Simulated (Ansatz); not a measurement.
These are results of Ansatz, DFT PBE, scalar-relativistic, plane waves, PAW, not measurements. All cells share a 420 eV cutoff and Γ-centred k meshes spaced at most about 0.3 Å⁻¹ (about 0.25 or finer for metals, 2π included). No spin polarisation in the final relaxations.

All energies are static (0 K, no zero-point motion).

Two relaxed structures of GaAs:

A.

```cif
data_structure
_symmetry_space_group_name_H-M 'Pm-3n'
_symmetry_Int_Tables_number 223
_cell_length_a 7.0847
_cell_length_b 7.0847
_cell_length_c 7.0847
_cell_angle_alpha 90.000
_cell_angle_beta 90.000
_cell_angle_gamma 90.000
_cell_volume 355.61
loop_
_atom_site_label
_atom_site_type_symbol
_atom_site_symmetry_multiplicity
_atom_site_Wyckoff_symbol
_atom_site_fract_x
_atom_site_fract_y
_atom_site_fract_z
_atom_site_occupancy
Ga1 Ga 6 d 0.50000 0.00000 0.75000 1
As1 As 6 c 0.00000 0.50000 0.75000 1
```

B.

```cif
data_structure
_symmetry_space_group_name_H-M 'Fm-3m'
_symmetry_Int_Tables_number 225
_cell_length_a 5.3918
_cell_length_b 5.3918
_cell_length_c 5.3918
_cell_angle_alpha 90.000
_cell_angle_beta 90.000
_cell_angle_gamma 90.000
_cell_volume 156.75
loop_
_atom_site_label
_atom_site_type_symbol
_atom_site_symmetry_multiplicity
_atom_site_Wyckoff_symbol
_atom_site_fract_x
_atom_site_fract_y
_atom_site_fract_z
_atom_site_occupancy
Ga1 Ga 4 a 0.00000 0.00000 0.00000 1
As1 As 4 b 0.50000 0.00000 0.00000 1
```

Question: Which form is favoured at zero pressure, and by what margin per atom?

Answer: A is lower, by 171 meV/atom. A has space group Pm-3n (No. 223), 29.6 Å³/atom and no gap on its mesh; B has the rock salt type, space group Fm-3m (No. 225), 19.6 Å³/atom and no gap. Counting As atoms around Ga (those within 1.25 times the shortest such distance or 1.15 times the sum of covalent radii), A has Ga 4 and B has Ga 6. The lower one is the more open, so pressure narrows the difference. Both come from invented guesses. The part of the Crystallography Open Database at hand lists GaAs in space group No. 216, which no cell shown has.

Cells relaxed within their symmetry can be saddle points.
